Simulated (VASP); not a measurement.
**How U changes GaCo**

What does DFT+U do to GaCo? The start is a cell from a database of measured crystal structures.

Method: PBE, spin-polarised from a ferromagnetic start; plane waves and PAW (Ga, Co), in the first sound run; inputs show where later runs differ, in VASP 6.6.1.

## 1. Starting point

Symmetry: Pm-3m, No. 221, cubic system. The conventional cell has a = 2.878 Å, b = 2.878 Å, c = 2.878 Å, α = 90.00°, β = 90.00°, γ = 90.00°. Nearest to Ga lie 8 Co at 2.49 Å. Co has 8 Ga at 2.49 Å nearest. Farther neighbours are not listed.

Structure file:

```cif
data_structure
_symmetry_space_group_name_H-M 'Pm-3m'
_symmetry_Int_Tables_number 221
_cell_length_a 2.8780
_cell_length_b 2.8780
_cell_length_c 2.8780
_cell_angle_alpha 90.000
_cell_angle_beta 90.000
_cell_angle_gamma 90.000
_cell_volume 23.84
loop_
_atom_site_label
_atom_site_type_symbol
_atom_site_symmetry_multiplicity
_atom_site_Wyckoff_symbol
_atom_site_fract_x
_atom_site_fract_y
_atom_site_fract_z
_atom_site_occupancy
Ga1 Ga 1 b 0.50000 0.50000 0.50000 1
Co1 Co 1 a 0.00000 0.00000 0.00000 1
```

## 2. Series over U, start order fm, U 0

U penalises partly filled orbitals; repeating the run over U shows how far moments and gap depend on it.

The input, INCAR:

```
SYSTEM = GaCo
PREC = Accurate
ENCUT = 350
EDIFF = 1E-06
NELM = 150
ISMEAR = 1
SIGMA = 0.05
LREAL = .FALSE.
ALGO = Normal
GGA = PE
NBANDS = 21
ISPIN = 2
MAGMOM = 0 0 2 2
LASPH = .TRUE.
LMAXMIX = 4
LORBIT = 11
LWAVE = .FALSE.
LCHARG = .FALSE.
AMIX = 0.2
BMIX = 1E-04
AMIX_MAG = 0.8
BMIX_MAG = 1E-04
NEDOS = 1200
```

The input, POSCAR:

```
GaCo
1.0
    2.8780000000      0.0000000000      0.0000000000
    0.0000000000      2.8780000000      0.0000000000
    0.0000000000      0.0000000000      5.7560000000
Ga Co
2 2
Direct
    0.5000000000      0.5000000000      0.2500000000
    0.5000000000      0.5000000000      0.7500000000
    0.0000000000      0.0000000000      0.0000000000
    0.0000000000      0.0000000000      0.5000000000
```

The input, KPOINTS:

```
Automatic mesh
0
Gamma
6 6 3
0 0 0
```

PAW data sets: Ga and Co (PBE family, release 64).

The run is started by

```bash
$ mpirun -np 1 vasp_std
```

Output:

```text
[banner, memory and clock lines left out]
running    1 mpi-ranks, on    1 nodes
 distrk:  each k-point on    1 cores,    1 groups
 distr:  one band on    1 cores,    1 groups

 POSCAR found type information on POSCAR GaCo
 POSCAR found :  2 types and       4 ions
 LDA part: xc-table for (Slater+PW92), standard interpolation
 POSCAR, INCAR and KPOINTS ok, starting setup
 FFT: planning ... GRIDC
 FFT: planning ... GRID_SOFT
 FFT: planning ... GRID
 WAVECAR not read
 entering main loop
       N       E                     dE             d eps       ncg     rms          rms(c)
DAV:   1     0.105623088092E+03    0.10562E+03   -0.79725E+03  1712   0.924E+02
DAV:   2    -0.180838598615E+02   -0.12371E+03   -0.11690E+03  1695   0.221E+02
DAV:   3    -0.224851132706E+02   -0.44013E+01   -0.43022E+01  2056   0.519E+01
DAV:   5    -0.225519845201E+02   -0.19840E-02   -0.19839E-02  1982   0.972E-01    0.154E+01
DAV:   6    -0.213677850912E+02    0.11842E+01   -0.82511E+00  1933   0.456E+01    0.856E+00
DAV:   7    -0.211599987038E+02    0.20779E+00   -0.90342E-01  1973   0.158E+01    0.595E+00
DAV:   8    -0.210846579330E+02    0.75341E-01   -0.19327E-01  2289   0.524E+00    0.228E+00
DAV:   9    -0.211025067245E+02   -0.17849E-01   -0.29572E-02  2183   0.186E+00    0.126E+00
DAV:  10    -0.210971788947E+02    0.53278E-02   -0.32885E-02  2174   0.169E+00    0.356E-01
DAV:  11    -0.210979800647E+02   -0.80117E-03   -0.47774E-03  2377   0.596E-01    0.199E-01
DAV:  12    -0.210980292236E+02   -0.49159E-04   -0.18748E-04  2032   0.110E-01    0.114E-01
DAV:  13    -0.210981022257E+02   -0.73002E-04   -0.12091E-04  2214   0.125E-01    0.244E-02
DAV:  14    -0.210981088399E+02   -0.66142E-05   -0.12893E-05  2112   0.357E-02    0.121E-02
DAV:  15    -0.210981078196E+02    0.10203E-05   -0.10307E-06  1116   0.136E-02    0.661E-03
DAV:  16    -0.210981073175E+02    0.50208E-06   -0.10007E-06   985   0.983E-03
   1 F= -.21098107E+02 E0= -.21097907E+02  d E =-.601685E-03  mag=    -0.0050
```

Elapsed: 28 s, on 1 MPI rank of AMD EPYC 7R43, shared host; peak memory 0.11 GiB.

The logs omit lines about the potential files and the build; timing stands in the text.

OUTCAR, selected parts (step 2):

```text
ion  position               nearest neighbor table
   1  0.500  0.500  0.250-   3 2.49   4 2.49   3 2.49   4 2.49   3 2.49   4 2.49   3 2.49   4 2.49
                             2 2.88   2 2.88
   2  0.500  0.500  0.750-   3 2.49   4 2.49   3 2.49   4 2.49   3 2.49   4 2.49   3 2.49   4 2.49
                             1 2.88   1 2.88
   3  0.000  0.000  0.000-   1 2.49   2 2.49   1 2.49   2 2.49   1 2.49   2 2.49   1 2.49   2 2.49
                             4 2.88   4 2.88
   4  0.000  0.000  0.500-   1 2.49   2 2.49   1 2.49   2 2.49   1 2.49   2 2.49   1 2.49   2 2.49
                             3 2.88   3 2.88

  LATTYP: Found a simple tetragonal cell.
 ALAT       =     2.8780000000
 C/A-ratio  =     2.0000000000

 Subroutine GETGRP returns: Found 16 space group operations
 (whereof 16 operations were pure point group operations)

The static configuration has the point symmetry D_4h.

 Found     20 irreducible k-points:

   k-points           NKPTS =     20   k-points in BZ     NKDIM =     20   number of bands    NBANDS=     21

   dimension x,y,z NGX =    18 NGY =   18 NGZ =   36
   dimension x,y,z NGXF=    36 NGYF=   36 NGZF=   72

   ENCUT  =  350.0 eV  25.72 Ry    5.07 a.u.   4.39  4.39  8.78*2*pi/ulx,y,z

   NELECT =      24.0000    total number of electrons

 k-points in reciprocal lattice and weights: Automatic mesh
   0.00000000  0.00000000  0.00000000       0.009
   0.16666667  0.00000000  0.00000000       0.037
   0.33333333  0.00000000  0.00000000       0.037
   0.50000000  0.00000000  0.00000000       0.019
   0.16666667  0.16666667  0.00000000       0.037
   0.33333333  0.16666667  0.00000000       0.074
   0.50000000  0.16666667  0.00000000       0.037
   0.33333333  0.33333333  0.00000000       0.037
   0.50000000  0.33333333  0.00000000       0.037
[...]
0.50000000  0.33333333  0.33333333       0.074
   0.50000000  0.50000000  0.33333333       0.019

 average (electrostatic) potential at core
       1  -9.8046       2  -9.8046       3 -80.7531       4 -80.7531

 E-fermi :   7.5705

 spin component 1
 k-point     1 :       0.0000    0.0000    0.0000
  band No.  band energies     occupation
    ...
      8       5.8377      1.00000
      9       6.8432      1.00000
     10       6.8432      1.00000
     11       6.8432      1.00000
     12       6.8528      1.00000
     13       7.6954     -0.00117
     14      12.8286      0.00000
     15      12.8286      0.00000
     16      12.8286      0.00000
     17      18.3142      0.00000
    ...

 k-point     2 :       0.1667    0.0000    0.0000
  band No.  band energies     occupation
    ...
      8       5.9619      1.00000
      9       6.5387      1.00000
     10       6.5387      1.00000
     11       6.7184      1.00000
     12       6.8458      1.00000
     13       7.6778     -0.00484
     14      10.0935      0.00000
     15      13.7174      0.00000
     16      13.7174      0.00000
     17      14.3013      0.00000
    ...

 k-point     3 :       0.3333    0.0000    0.0000
  band No.  band energies     occupation
    ...
      9       6.0462      1.00000
     10       6.2150      1.00000
     11       6.4645      1.00000
     12       6.8506      1.00000
     13       7.5502      0.81407
     14       7.9373     -0.00000
     15      11.0322      0.00000
     16      12.3734      0.00000
     17      15.9414      0.00000
     18      15.9414      0.00000
    ...

 k-point     4 :       0.5000    0.0000    0.0000
  band No.  band energies     occupation
    ...
      9       5.8377      1.00000
     10       6.3445      1.00000
     11       6.3445      1.00000
     12       6.8528      1.00000
     13       7.3438      1.00000
     14       7.6954     -0.00117
     15       9.8892      0.00000
     16      10.7551      0.00000
     17      18.3142      0.00000
     18      18.3142      0.00000
    ...

 k-point     5 :       0.1667    0.1667    0.0000
  band No.  band energies     occupation
    ...
      8       6.1787      1.00000
      9       6.3809      1.00000
     10       6.4649      1.00000
     11       6.5471      1.00000
     12       6.7137      1.00000
     13       7.7244     -0.00006
     14      10.4493      0.00000
     15      11.1441      0.00000
     16      14.4855      0.00000
     17      14.4872      0.00000
    ...

 k-point     6 :       0.3333    0.1667    0.0000
  band No.  band energies     occupation
    ...
      8       5.8509      1.00000
      9       6.1308      1.00000
     10       6.5080      1.00000
     11       6.7001      1.00000
     12       6.9209      1.00000
     13       7.7321     -0.00002
     14       8.1481     -0.00000
     15      11.0941      0.00000
     16      12.5796      0.00000
     17      12.7205      0.00000
    ...

  Total       -0.0180270     -0.0180270     -0.0180221      0.0000000     -0.0000000      0.0000000
  in kB       -0.6058050     -0.6058050     -0.6056374      0.0000000     -0.0000000      0.0000000
  external PRESSURE =      -0.6057491 kB  Pullay stress =       0.0000000 kB

  energy-cutoff  :      350.00
  volume of cell :       47.68
      direct lattice vectors                 reciprocal lattice vectors
     2.878000000  0.000000000  0.000000000     0.347463516  0.000000000  0.000000000
     0.000000000  2.878000000  0.000000000     0.000000000  0.347463516  0.000000000
     0.000000000  0.000000000  5.756000000     0.000000000  0.000000000  0.173731758

 POSITION                                       TOTAL-FORCE (eV/Angst)
 -----------------------------------------------------------------------------------
      1.43900      1.43900      1.43900        -0.000000      0.000000     -0.000000
      1.43900      1.43900      4.31700        -0.000000      0.000000     -0.000000
      0.00000      0.00000      0.00000         0.000000     -0.000000     -0.000000
      0.00000      0.00000      2.87800         0.000000     -0.000000      0.000000
 -----------------------------------------------------------------------------------
    total drift:                                0.000000      0.000000      0.000000

  FREE ENERGIE OF THE ION-ELECTRON SYSTEM (eV)
  ---------------------------------------------------
  free  energy   TOTEN  =       -21.0981073175 eV

  energy  without entropy=      -21.0975056321  energy(sigma->0) =      -21.09790676

 total charge
# of ion       s       p       d       tot
------------------------------------------
    1        1.070   1.359   0.230   2.659
    2        1.070   1.359   0.230   2.659
    3        0.384   0.448   7.504   8.336
    4        0.384   0.448   7.504   8.336
--------------------------------------------------
tot          2.909   3.613  15.467  21.989

 magnetization (x)
# of ion       s       p       d       tot
------------------------------------------
    1        0.000   0.000   0.000   0.000
    2        0.000   0.000   0.000   0.000
    3        0.000   0.000  -0.003  -0.003
    4        0.000   0.000  -0.003  -0.003
--------------------------------------------------
tot          0.000   0.000  -0.006  -0.006

[... 6 further parts left out ...]
```

The k-mesh is coarse for a metal. The data set Ga keeps the semicore shell frozen, which is cheaper and a little less accurate.

This step gave:

```yaml
electronic_cycles: 16
electrons: 24
free_energy_toten: -21.10 eV
energy_at_zero_smearing: -21.10 eV
fermi_energy: 7.571 eV
moment_of_the_cell_from_the_last_line_of_the_log: -0.005 μB
labelled_metallic_from_the_levels_on_this_mesh: yes
dos_at_the_fermi_level: 3.050 states/eV/cell
```

Spin moment in the PAW sphere by atom:

| atom | spin moment in the PAW sphere (μB) |
| --- | --- |
| Ga1 | 0.0000 |
| Ga2 | 0.0000 |
| Co3 | -0.0030 |
| Co4 | -0.0030 |

The density of states has structure finer than the step of the table below, so its rows give means over 1 eV, whole bins alone (the curve runs from -12.0 to 7.95 eV). Peaks (eV: height): total -2.4: 11.9, -1.7: 17.1, -1.4: 11.4, -1.0: 20.2; Ga s -9.5: 2.74, -9.1: 2.06, -7.7: 2.65, -6.5: 1.82; Ga p -4.5: 2.35, -2.9: 2.45, 5.4: 3.44, 6.9: 2.55; Ga d 5.1: 1.04, 5.4: 0.987, 5.6: 0.615, 7.7: 0.698; Co s -9.5: 0.838, 2.7: 0.867, 5.1: 1.23, 7.0: 0.897.

Means over bins of 0.074 eV. The density of states by energy, zero at the Fermi level; means over each step; values in states/eV/cell:

| energy (eV) | total | Ga s | Ga p | Ga d | Co s | Co p | Co d |
| --- | --- | --- | --- | --- | --- | --- | --- |
| -11 | 0.344 | 0.189 | 0.0169 | 2.4e-4 | 0.0718 | 0.0102 | 9.1e-4 |
| -10 | 0.465 | 0.232 | 0.0394 | 0.00174 | 0.0750 | 0.0268 | 0.00408 |
| -9 | 0.706 | 0.342 | 0.0740 | 0.00315 | 0.0982 | 0.0492 | 0.0137 |
| -8 | 0.972 | 0.504 | 0.0997 | 0.0117 | 0.0642 | 0.101 | 0.0551 |
| -7 | 0.751 | 0.362 | 0.0833 | 0.0107 | 0.0245 | 0.0672 | 0.100 |
| -6 | 1.19 | 0.350 | 0.269 | 0.0156 | 0.116 | 0.0565 | 0.246 |
| -5 | 0.529 | 0.0431 | 0.183 | 0.00833 | 0.0552 | 0.0376 | 0.117 |
| -4 | 2.18 | 0.100 | 0.670 | 0.0495 | 0.149 | 0.141 | 0.787 |
| -3 | 3.34 | 0.0229 | 0.773 | 0.0814 | 0.0357 | 0.195 | 1.87 |
| -2 | 5.17 | 0.00266 | 0.298 | 0.0896 | 0.0276 | 0.0831 | 4.28 |
| -1 | 7.80 | 0.00977 | 0.203 | 0.177 | 0.0565 | 0.115 | 6.92 |
| 0 | 2.06 | 0.0137 | 0.127 | 0.0276 | 0.0459 | 0.0640 | 1.71 |
| 1 | 1.90 | 0.0836 | 0.283 | 0.0507 | 0.0629 | 0.134 | 1.18 |
| 2 | 0.501 | 0.112 | 0.0543 | 0.0273 | 0.00278 | 0.0539 | 0.211 |
| 3 | 2.21 | 0.425 | 0.378 | 0.135 | 0.187 | 0.157 | 0.724 |
| 4 | 1.15 | 0.164 | 0.277 | 0.0812 | 0.0745 | 0.128 | 0.296 |
| 5 | 2.36 | 0.137 | 0.615 | 0.287 | 0.281 | 0.235 | 0.526 |
| 6 | 0.672 | 0.0189 | 0.212 | 0.0809 | 0.00448 | 0.149 | 0.0842 |
| 7 | 1.78 | 0.144 | 0.616 | 0.191 | 0.112 | 0.169 | 0.310 |

Energy at zero smearing: -21.09791 eV.

(Continued in part 2 of 3.)

[Lines on the potential files, build, host, timing and source positions are cut from VASP's logs without a mark.]

[Logs are printed without paths, hosts, clocks, repeated set-up lines and the standing remarks that a program may print on its own settings, such as how far it seeks lower states.]

[Hosts, paths, dates, database ids (printed as entryN), source tags and the programs' standing remarks are cut or masked in the printed files.]

[In band tables of VASP the shares of atoms and orbitals are scaled to a sum of 1 inside the atoms' spheres.]

[Runs that stopped without an error message from VASP are left out.]
